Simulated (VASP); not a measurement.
# Te2Mo (P2_1/m) in VASP: relaxation of cell and atoms with LDA

Aim: the relaxation of cell and atoms of Te2Mo with LDA.

Program: VASP 6.6.1. These are calculated values, not measurements. Logs are shortened: lines on timing, memory, paths and dates and some standing lists are left out, and cuts for length are marked.

### 1 The structure

Symmetry: P2_1/m, No. 11, monoclinic system. The conventional cell has a = 6.306 Å, b = 3.444 Å, c = 13.291 Å, α = 90.00°, β = 93.89°, γ = 90.00°. Around Te (site symmetry m) lie 3 Mo at 2.68 Å. Around Te (site symmetry m) lie 3 Mo at 2.76 to 2.78 Å. Te (site symmetry m) has 3 Mo at 2.67 to 2.68 Å as nearest neighbours. Te (site symmetry m) is surrounded by 3 Mo at 2.76 to 2.78 Å. Mo (site symmetry m) is surrounded by 6 Te at 2.68 to 2.78 Å and 2 Mo at 2.87 Å. Around Mo (site symmetry m) lie 6 Te at 2.67 to 2.78 Å and 2 Mo at 2.87 Å.

### 2 Relaxation of cell and atoms, LDA

INCAR reads:

```
  ALGO = Normal
  EDIFF = 1E-7
  EDIFFG = -0.005
  ENCUT = 600
  IBRION = 2
  ISIF = 3
  ISMEAR = 0
  KPAR = 4
  LASPH = True
  LCHARG = False
  LREAL = False
  LWAVE = False
  NELM = 80
  NSW = 90
  PREC = Accurate
  SIGMA = 0.03
```

KPOINTS reads:

```
k-points
0
Gamma
  4 8 2
```

POSCAR reads:

```
Te2Mo                                   
1.0
    6.3063630645      0.0000000000      0.0098333293
    0.0000000000      3.4443633679      0.0000000000
   -0.9219176480      0.0000000000     13.2594189889
  Te              Mo            
     8     4
Direct
     0.5577127901087373    0.7500000000000000    0.3468433019414218
     0.4422872098912626    0.2500000000000000    0.6531566980585782
     0.5873704265719526    0.2500000000000000    0.1053224703364903
     0.4126295734280473    0.7500000000000000    0.8946775296635098
     0.0954815170183040    0.7500000000000000    0.1535510573560354
     0.9045184829816959    0.2500000000000000    0.8464489426439645
     0.0549653786607131    0.2500000000000000    0.3943891575185530
     0.9450346213392867    0.7500000000000000    0.6056108424814473
     0.3196021227391842    0.7500000000000000    0.5062702933019549
     0.6803978772608159    0.2500000000000000    0.4937297066980454
     0.1827404158859505    0.2500000000000000    0.0075043169770249
     0.8172595841140495    0.7500000000000000    0.9924956830229751
```

Potentials or basis: VASP PAW LDA potentials, release 64 (Te, Mo_sv).

The run is started by

```
cat potpaw_LDA.64/Te/POTCAR potpaw_LDA.64/Mo_sv/POTCAR > POTCAR
mpirun -np 4 vasp_std > vasp.out
```

OUTCAR:

```text
EDIFF = 1E-7
   EDIFFG = -0.005
   ENCUT = 600
   IBRION = 2
   ISIF = 3
   ISMEAR = 0
   LASPH = True
   LREAL = False
   NELM = 80
   NSW = 90
   PREC = Accurate

 ion  position               nearest neighbor table
   1  0.558  0.750  0.347-  10 2.68  10 2.68   9 2.68   7 3.60   7 3.60   3 3.66   3 3.66
   2  0.442  0.250  0.653-   9 2.68   9 2.68  10 2.68   8 3.60   8 3.60   4 3.66   4 3.66
   3  0.587  0.250  0.105-  12 2.76  12 2.76  11 2.78   4 3.41   4 3.41   5 3.64   5 3.64   5 3.66
                             5 3.66   1 3.66   1 3.66
   4  0.413  0.750  0.895-  11 2.76  11 2.76  12 2.78   3 3.41   3 3.41   6 3.64   6 3.64   6 3.66
                             6 3.66   2 3.66   2 3.66
   5  0.095  0.750  0.154-  12 2.67  11 2.68  11 2.68   3 3.64   3 3.64   3 3.66   3 3.66   7 3.66
                             7 3.66
   6  0.905  0.250  0.846-  11 2.67  12 2.68  12 2.68   4 3.64   4 3.64   4 3.66   4 3.66   8 3.66
                             8 3.66
   7  0.055  0.250  0.394-   9 2.76   9 2.76  10 2.78   8 3.40   8 3.40   1 3.60   1 3.60   5 3.66
                             5 3.66
   8  0.945  0.750  0.606-  10 2.76  10 2.76   9 2.78   7 3.40   7 3.40   2 3.60   2 3.60   6 3.66
                             6 3.66
   9  0.320  0.750  0.506-   2 2.68   2 2.68   1 2.68   7 2.76   7 2.76   8 2.78  10 2.87  10 2.87

  10  0.680  0.250  0.494-   1 2.68   1 2.68   2 2.68   8 2.76   8 2.76   7 2.78   9 2.87   9 2.87

  11  0.183  0.250  0.008-   6 2.67   5 2.68   5 2.68   4 2.76   4 2.76   3 2.78  12 2.87  12 2.87

  12  0.817  0.750  0.992-   5 2.67   6 2.68   6 2.68   3 2.76   3 2.76   4 2.78  11 2.87  11 2.87

  LATTYP: Found a simple monoclinic cell.
 ALAT       =     6.3063707309
 B/A-ratio  =     0.5461720401
 C/A-ratio  =     2.1076195870
 COS(beta)  =    -0.0678062099

  Lattice vectors:

 A1 = (   6.3063630645,   0.0000000000,   0.0098333293)
 A2 = (   0.0000000000,   3.4443633679,   0.0000000000)
 A3 = (  -0.9219176480,   0.0000000000,  13.2594189889)

Analysis of symmetry for initial positions (statically):
=====================================================================
 Subroutine PRICEL returns:
 Original cell was already a primitive cell.

 Routine SETGRP: Setting up the symmetry group for a
 simple monoclinic supercell.

 Subroutine GETGRP returns: Found  4 space group operations
 (whereof  2 operations were pure point group operations)
 out of a pool of  4 trial point group operations.

The static configuration has the point symmetry S_2 .
 The point group associated with its full space group is C_2h.

Analysis of symmetry for dynamics (positions and initial velocities):
=====================================================================
 Subroutine PRICEL returns:
 Original cell was already a primitive cell.

 Routine SETGRP: Setting up the symmetry group for a
 simple monoclinic supercell.

 Subroutine GETGRP returns: Found  4 space group operations
 (whereof  2 operations were pure point group operations)
 out of a pool of  4 trial point group operations.

The dynamic configuration has the point symmetry S_2 .
 The point group associated with its full space group is C_2h.

 Subroutine INISYM returns: Found  4 space group operations
 (whereof  2 operations are pure point group operations),
 and found     1 'primitive' translations

----------------------------------------------------------------------------------------

                                     Primitive cell

  volume of cell :     288.0444

  direct lattice vectors                    reciprocal lattice vectors
     6.306363065  0.000000000  0.009833329     0.158552812  0.000000000  0.011024060
     0.000000000  3.444363368  0.000000000     0.000000000  0.290329415  0.000000000
    -0.921917648  0.000000000 13.259418989    -0.000117584  0.000000000  0.075409910

  length of vectors
     6.306370731  3.444363368 13.291430475     0.158935597  0.290329415  0.075410002

  position of ions in fractional coordinates (direct lattice)
     0.557712790  0.750000000  0.346843302
     0.442287210  0.250000000  0.653156698
     0.587370427  0.250000000  0.105322470
     0.412629573  0.750000000  0.894677530
     0.095481517  0.750000000  0.153551057
     0.904518483  0.250000000  0.846448943
     0.054965379  0.250000000  0.394389158
     0.945034621  0.750000000  0.605610842
     0.319602123  0.750000000  0.506270293
     0.680397877  0.250000000  0.493729707
     0.182740416  0.250000000  0.007504317
     0.817259584  0.750000000  0.992495683

  ion indices of the primitive-cell ions
   primitive index   ion index
                 1           1
                 2           2
                 3           3
                 4           4
                 5           5
                 6           6
                 7           7
                 8           8
                 9           9
                10          10
                11          11
                12          12

----------------------------------------------------------------------------------------

 KPOINTS: k-points

Automatic generation of k-mesh.
 Grid dimensions read from file:
 generate k-points for:    4    8    2

 Generating k-lattice:

  Cartesian coordinates                     Fractional coordinates (reciprocal lattice)
     0.039638203  0.000000000  0.002756015     0.250000000  0.000000000  0.000000000
     0.000000000  0.036291177  0.000000000     0.000000000  0.125000000  0.000000000
    -0.000058792  0.000000000  0.037704955     0.000000000  0.000000000  0.500000000

  Length of vectors
     0.039733899  0.036291177  0.037705001

  Shift w.r.t. Gamma in fractional coordinates (k-lattice)
     0.000000000  0.000000000  0.000000000

 Subroutine IBZKPT returns following result:
 ===========================================

 Found     30 irreducible k-points:

 Following reciprocal coordinates:
            Coordinates               Weight
  0.000000  0.000000  0.000000      1.000000
  0.250000  0.000000  0.000000      2.000000
  0.500000  0.000000  0.000000      1.000000
  0.000000  0.125000  0.000000      2.000000
  0.250000  0.125000  0.000000      4.000000
  0.500000  0.125000  0.000000      2.000000
[... 16 lines left out ...]
  0.250000  0.250000  0.500000      4.000000
  0.500000  0.250000  0.500000      2.000000
 [... further k-points ...]
   k-points           NKPTS =     30   k-points in BZ     NKDIM =     30   number of bands    NBANDS=     62
   number of dos      NEDOS =    301   number of ions     NIONS =     12
   total plane-waves  NPLWV = 151200
   dimension x,y,z NGX =    50 NGY =   28 NGZ =  108
   dimension x,y,z NGXF=   100 NGYF=   56 NGZF=  216
   ions per type =               8   4
   NGX,Y,Z   is equivalent  to a cutoff of  13.18, 13.51, 13.51 a.u.
   NGXF,Y,Z  is equivalent  to a cutoff of  26.36, 27.03, 27.02 a.u.
 SYSTEM =  unknown system
   PREC   = accura    normal or accurate (medium, high low for compatibility)
   ISTART =      0    job   : 0-new  1-cont  2-samecut
   ICHARG =      2    charge: 1-file 2-atom 10-const
   ISPIN  =      1    spin polarized calculation?
   LNONCOLLINEAR =      F non collinear calculations
   LSORBIT =      F    spin-orbit coupling
   LASPH  =      T    aspherical Exc in radial PAW
   ENCUT  =  600.0 eV  44.10 Ry    6.64 a.u.  12.60  6.88 26.55*2*pi/ulx,y,z
   NELM   =     80;   NELMIN=  2; NELMDL= -5     # of ELM steps
   EDIFF  = 0.1E-06   stopping-criterion for ELM
   LREAL  =      F    real-space projection
   EDIFFG = -.5E-02   stopping-criterion for IOM
   NSW    =     90    number of steps for IOM
   IBRION =      2    ionic relax: 0-MD 1-quasi-New 2-CG
   NFREE  =      1    steps in history (QN), initial steepest desc. (CG)
   ISIF   =      3    stress and relaxation
   ISYM   =      2    0-nonsym 1-usesym 2-fastsym
   POTIM  = 0.5000    time-step for ionic-motion
   TEBEG  =    0.0;   TEEND  =   0.0 temperature during run
   PSTRESS=    0.0 pullay stress
   NELECT =     104.0000    total number of electrons
   NUPDOWN=      -1.0000    fix difference up-down
   EMIN   =  10.00;   EMAX   =-10.00  energy-range for DOS
   EFERMI =   0.00;   METHOD = LEGACY
   ISMEAR =     0;   SIGMA  =   0.03  broadening in eV -4-tet -1-fermi 0-gaus
   EFERMI_NEDOS =   21; number of points for ismear=-14 and -15
   IALGO  =     38    algorithm
   IMIX   =      4    mixing-type and parameters
     AMIX     =   0.40;   BMIX     =  1.00
     AMIX_MAG =   1.60;   BMIX_MAG =  1.00
  volume/ion in A,a.u.               =      24.00       161.98
  Fermi-wavevector in a.u.,A,eV,Ry     =   1.165734  2.202918 18.489442  1.358936
  Thomas-Fermi vector in A             =   2.302256
   LORBIT       =      0    0 simple, 1 ext, 2 COOP (PROOUT), +10 PAW based schemes
   GGA     = CA    functional components
   LHFCALC =     F    Hartree Fock is set to
   AEXX    =    0.0000 exact exchange contribution
   IVDW    =     0    specifies the selected vdW correction
   LEPSILON=     F    determine dielectric tensor
   LRPA    =     F    only Hartree local field effects (RPA)
 conjugate gradient relaxation of ions
 non-spin polarized calculation
 Gauss-broadening in eV      SIGMA  =   0.03
  energy-cutoff  :      600.00
  volume of cell :      288.04
 maximum number of plane-waves:      9650
   NGX = 25   NGY = 13   NGZ = 53

--------------------------------------- Ionic step        1  -------------------------------------------

 number of electron     103.9999999 magnetization

 Free energy of the ion-electron system (eV)
  ---------------------------------------------------
  ext. energy  EPLUGINS =         0.00000000
  ---------------------------------------------------
  free energy    TOTEN  =       -82.31392520 eV

  energy without entropy =      -82.31257471  energy(sigma->0) =      -82.31324996

------------------------ aborting loop because EDIFF is reached ----------------------------------------

  FORCE on cell =-STRESS in cart. coord.  units (eV):
  Direction    XX          YY          ZZ          XY          YZ          ZX
  --------------------------------------------------------------------------------------
  -------------------------------------------------------------------------------------
  Total        0.0113627      0.0139439      0.0390421      0.0000000      0.0000000      0.0329099
  in kB        0.0632021      0.0775593      0.2171622      0.0000000      0.0000000      0.1830535
  external PRESSURE =       0.1193079 kB  Pullay stress =       0.0000000 kB
[... 119 lines left out ...]
  FREE ENERGIE OF THE ION-ELECTRON SYSTEM (eV)
  ---------------------------------------------------
  free  energy   TOTEN  =       -82.3139675231 eV

  energy  without entropy=      -82.3126202570  energy(sigma->0) =      -82.31329389

[... ionic steps 4 to 26 ...]

--------------------------------------- Ionic step       27  -------------------------------------------

 number of electron     104.0000002 magnetization

------------------------ aborting loop because EDIFF is reached ----------------------------------------

  FORCE on cell =-STRESS in cart. coord.  units (eV):
  Direction    XX          YY          ZZ          XY          YZ          ZX
  --------------------------------------------------------------------------------------
  -------------------------------------------------------------------------------------
  Total        0.0206941      0.0223400     -0.0001090      0.0000000      0.0000000      0.0004001
  in kB        0.1150630      0.1242146     -0.0006062      0.0000000      0.0000000      0.0022245
  external PRESSURE =       0.0795571 kB  Pullay stress =       0.0000000 kB
[... 77 lines left out ...]
  energy  without entropy=      -82.3130144988  energy(sigma->0) =      -82.31374740

--------------------------------------- Ionic step       29  -------------------------------------------

 number of electron     104.0000002 magnetization

 Free energy of the ion-electron system (eV)
  ---------------------------------------------------
  ext. energy  EPLUGINS =         0.00000000
  ---------------------------------------------------
  free energy    TOTEN  =       -82.31449009 eV

  energy without entropy =      -82.31301204  energy(sigma->0) =      -82.31375106

 E-fermi :   8.8941     XC(G=0): -10.8490

 val. band max:        8.8876827627   @ k =  -0.0000   0.2500   0.5000
 cond. band min:       8.9186537305   @ k =   0.2500   0.0000   0.5000
 fundamental gap:      0.0309709678
 Fermi energy:         8.8941211252

 k-point     1 :       0.0000    0.0000    0.0000
  band No.  band energies     occupation
      1     -51.8738      2.00000
      2     -51.8445      2.00000
      3     -51.8065      2.00000
      4     -51.7787      2.00000
      5     -26.3540      2.00000
      6     -26.3234      2.00000
[... 1549 lines left out ...]
     61      10.8290      0.00000
     62      10.8774      0.00000

 [... further k-points ...]
[... 5 lines left out ...]
  --------------------------------------------------------------------------------------
  -------------------------------------------------------------------------------------
  Total       -0.0289689     -0.0214176     -0.0163802      0.0000000      0.0000000      0.0046553
  in kB       -0.1610357     -0.1190588     -0.0910565      0.0000000      0.0000000      0.0258784
  external PRESSURE =      -0.1237170 kB  Pullay stress =       0.0000000 kB
[... 27 lines left out ...]
  FREE ENERGIE OF THE ION-ELECTRON SYSTEM (eV)
  ---------------------------------------------------
  free  energy   TOTEN  =       -82.3144900856 eV

  energy  without entropy=      -82.3130120431  energy(sigma->0) =      -82.31375106

 reached required accuracy - stopping structural energy minimisation
```

Run time: 42 min. Hardware: 4 MPI ranks of Intel Xeon 6975P-C (Granite Rapids), shared host; peak memory 0.67 GiB.

Results:

```
Free energy                            : -82.3145 eV
Relaxed volume                         : 24.02 Å³/atom
Relaxed cell                           : a = 6.306 Å, b = 3.446 Å, c = 13.287 Å, α = 90.00°, β = 93.32°, γ = 90.00°
Space group after relaxing (to 0.05 Å) : P2_1/m (No. 11)
Energy gained by relaxing              : 0.0 meV/atom
Ionic steps                            : 29
Pressure after relaxing                : 0.0 GPa
Largest force after relaxing           : 0.005 eV/Å
Band gap on the k mesh                 : none (metal or under the smearing width)
```

Forces on the atoms (eV/Å):
```
Te   0.004  0.000  0.003
Te  -0.004  0.000 -0.003
Te   0.001  0.000 -0.002
Te  -0.001  0.000  0.002
Te   0.003  0.000  0.001
Te  -0.003  0.000 -0.001
Te   0.000  0.000  0.003
Te   0.000  0.000 -0.003
Mo  -0.001  0.000  0.000
Mo   0.001  0.000  0.000
Mo   0.001  0.000 -0.001
Mo  -0.001  0.000  0.001
```

Step by step:
```tsv
step	energy change (eV)	largest force (eV/Å)	pressure (GPa)	volume (Å³)
1	0.0000	0.0100	0.01	288.04
2	0.0000	0.0109	-0.02	288.12
3	0.0000	0.0146	-0.04	288.16
4	-0.0001	0.0145	-0.03	288.15
5	-0.0001	0.0140	-0.02	288.13
6	-0.0001	0.0141	0.01	288.08
7	-0.0001	0.0226	0.07	287.97
8	-0.0002	0.0163	0.03	288.04
9	-0.0002	0.0135	0.03	288.07
10	-0.0002	0.0124	0.00	288.16
11	-0.0001	0.0260	-0.05	288.35
12	-0.0003	0.0124	-0.01	288.21
13	-0.0003	0.0123	-0.01	288.21
14	-0.0003	0.0159	0.01	288.19
15	-0.0003	0.0363	0.06	288.14
16	-0.0003	0.0218	0.03	288.17
17	-0.0004	0.0197	0.02	288.20
18	-0.0004	0.0138	-0.01	288.27
19	-0.0004	0.0152	-0.08	288.41
20	-0.0004	0.0120	-0.05	288.35
21	-0.0005	0.0102	-0.03	288.28
22	-0.0005	0.0120	0.01	288.18
23	-0.0005	0.0102	0.01	288.18
24	-0.0005	0.0067	0.00	288.17
25	-0.0005	0.0069	0.00	288.16
26	-0.0006	0.0060	0.01	288.15
27	-0.0006	0.0059	0.01	288.15
28	-0.0006	0.0065	0.01	288.15
29	-0.0006	0.0048	-0.01	288.22
```

Final structure:
```yaml
crystal:
  lattice:
    - [6.30578, 0.00000, 0.04136]
    - [0.00000, 3.44556, 0.00000]
    - [-0.85554, 0.00000, 13.25982]
  atoms:
    - { symbol: Te, position: [0.56026, 0.75000, 0.34672] }
    - { symbol: Te, position: [0.43974, 0.25000, 0.65328] }
    - { symbol: Te, position: [0.58495, 0.25000, 0.10512] }
    - { symbol: Te, position: [0.41505, 0.75000, 0.89488] }
    - { symbol: Te, position: [0.09229, 0.75000, 0.15358] }
    - { symbol: Te, position: [0.90771, 0.25000, 0.84642] }
    - { symbol: Te, position: [0.05746, 0.25000, 0.39465] }
    - { symbol: Te, position: [0.94254, 0.75000, 0.60535] }
    - { symbol: Mo, position: [0.31965, 0.75000, 0.50642] }
    - { symbol: Mo, position: [0.68035, 0.25000, 0.49358] }
    - { symbol: Mo, position: [0.18245, 0.25000, 0.00750] }
    - { symbol: Mo, position: [0.81755, 0.75000, 0.99250] }
```

Levels at points of the mesh, in eV from the Fermi level:
```csv
k point,band 49,band 50,band 51,band 52,band 53,band 54,band 55,band 56
"(0.00, 0.00, 0.00)",-0.42,-0.26,0.06,0.35,0.35,0.65,0.77,0.91
"(0.50, 0.00, 0.00)",-1.00,-0.97,-0.51,-0.46,-0.19,-0.16,0.80,0.82
"(0.00, 0.50, 0.00)",-1.71,-1.71,-1.44,-1.44,0.93,0.93,1.12,1.12
"(0.50, 0.50, 0.00)",-1.17,-1.17,-1.07,-1.07,0.93,0.93,1.01,1.01
"(0.00, 0.00, 0.50)",-0.14,-0.14,0.12,0.20,0.37,0.47,0.81,0.87
"(0.50, 0.00, 0.50)",-1.01,-0.97,-0.60,-0.33,-0.10,-0.08,0.74,0.85
"(0.00, 0.50, 0.50)",-1.67,-1.67,-1.57,-1.57,0.90,0.90,1.11,1.11
"(0.50, 0.50, 0.50)",-1.16,-1.16,-1.07,-1.07,0.96,0.96,0.97,0.97
```

Spin-orbit coupling is left out, which matters for the levels of Te.
